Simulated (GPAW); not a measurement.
Runs of GPAW 26.7.0 on Ir. Symmetry: Fm-3m, No. 225, cubic system. The conventional cell has a = 3.831 Å, b = 3.831 Å, c = 3.831 Å, α = 90.00°, β = 90.00°, γ = 90.00°. Ir (site symmetry m-3m) is surrounded by 12 Ir at 2.71 Å. 

```tsv
task	level	potentials or basis	cell	k mesh	cutoff (eV)	optimizer	fmax	max steps	convergence	response ecut	mesh quality	gap on the mesh (eV)	pressure (GPa)	relaxed volume (Å³/atom)
relaxation of cell and atoms	PBEsol+D3(BJ)+ATM	PAW data sets generated in the run's folder for this functional, pw	relaxed	12 × 12 × 12	600	BFGS	0.02 eV/Å	60	density=1e-05 forces=0.0001	-	not flagged	none	-0.1	13.78
G0W0 quasiparticle levels	LDA	the program's PAW data sets (release 1.2.1) made for this functional, pw	as given	6 × 6 × 6	400	-	-	-	-	200 eV	coarse	none	-	-
relaxation of cell and atoms	PBEsol+D3(BJ)	PAW data sets generated in the run's folder for this functional, pw	relaxed	12 × 12 × 12	600	BFGS	0.02 eV/Å	60	density=1e-05 forces=0.0001	-	not flagged	none	-0.2	13.70
relaxation of cell and atoms	PBEsol	PAW data sets generated in the run's folder for this functional, pw	relaxed	12 × 12 × 12	600	BFGS	0.02 eV/Å	60	density=1e-05 forces=0.0001	-	not flagged	none	0.0	(a)
relaxation of cell and atoms	PBEsol+D4	PAW data sets generated in the run's folder for this functional, pw	relaxed	12 × 12 × 12	600	BFGS	0.02 eV/Å	60	density=1e-05 forces=0.0001	-	not flagged	none	-0.1	13.80
```

Alike in all rows: no spin polarisation; smearing fermi-dirac 0.05 eV.

Problem. Fill in the values left out.

Solution. (a) 13.99.

Caveats: some runs use coarse meshes; later steps reuse the first step's grids (some runs); pairwise dispersion overbinds metals, which lowers pressure and volume (some runs); G0W0 is unreliable with partly filled bands (some runs); the long-wavelength limit can be off by several per cent where d states take part (some runs).

A k mesh can miss the band edges, and the runs leave out spin-orbit coupling on Ir.

A gap of «none» marks a metal or a gap under the smearing width.
